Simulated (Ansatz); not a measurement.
The system is BaTiO3.

```
Ba Ti O
1.0
    -3.80268   -0.05658   -0.02182
    -0.02191   -0.03168   -4.13033
    -0.11316   -7.97351   -0.06307
Ba Ti O
2 2 6
Direct
  0.04486 0.90917 0.49511
  0.00815 0.92181 0.02441
  0.45719 0.52057 0.20539
  0.50232 0.47064 0.76225
  0.48144 0.03993 0.24039
  0.45629 0.07298 0.69357
  0.53803 0.54059 0.44980
  0.52906 0.55800 0.03050
  0.98202 0.45740 0.26038
  0.00064 0.50892 0.83819
```

| Item | Value |
| --- | --- |
| Program | Ansatz 0.2.0 |
| Task | relaxation of cell and atoms |
| Functional | RPBE |
| Dispersion | D3(BJ) |
| Potentials or basis | Ansatz PAW |
| Cutoff | 420 eV (not typed: the program's choice for these potentials) |
| k mesh | 7 × 7 × 4 |
| Occupations | fermi-dirac, width 0.05 eV |
| Spin | no spin polarisation |

At the start: volume 12.52 Å³/atom.

Question: Where does the relaxation end?

Answer: It ends after 10 steps and the volume is 11.50 Å³/atom (-8.1 %); space group Pm-3m (No. 221, to 0.05 Å).

The path:
```csv
step,energy change (eV),largest force (eV/Å),volume (Å³)
1,0.0000,26.8042,125.20
2,-6.2546,11.5966,124.99
3,-9.5910,3.8265,120.00
4,-10.7049,1.9025,117.70
5,-11.1381,0.3222,115.61
6,-11.1544,0.0066,115.16
7,-11.1545,0.0002,115.13
8,-11.1396,0.0002,115.13
9,-11.1402,0.0008,115.00
10,-11.1399,0.0008,115.00
```

Final structure:
```
Ba Ti O
1.0
    -3.85964   -0.00003    0.00004
    -0.00005   -0.00007   -3.85975
    -0.00006   -7.71944    0.00013
Ba Ti O
2 2 6
Direct
  0.00000 0.00000 0.50000
  0.00000 0.00000 0.00000
  0.50000 0.49999 0.24999
  0.49999 0.50002 0.74999
  0.49999 0.00000 0.25000
  0.50001 0.00000 0.75000
  0.50000 0.50000 0.50000
  0.50000 0.50000 0.00000
  0.99999 0.50001 0.25000
  0.00000 0.49999 0.75000
```

Caveat: the plane-wave basis is chosen anew once the cell has moved, so the energies of steps on either side of that aren't comparable; the pressure holds a Pulay correction of +0.5 GPa for the finite cutoff; the PAW data sets come from PBE, with cores solved anew for the run's functional, which leaves a small shift of forces and pressure.
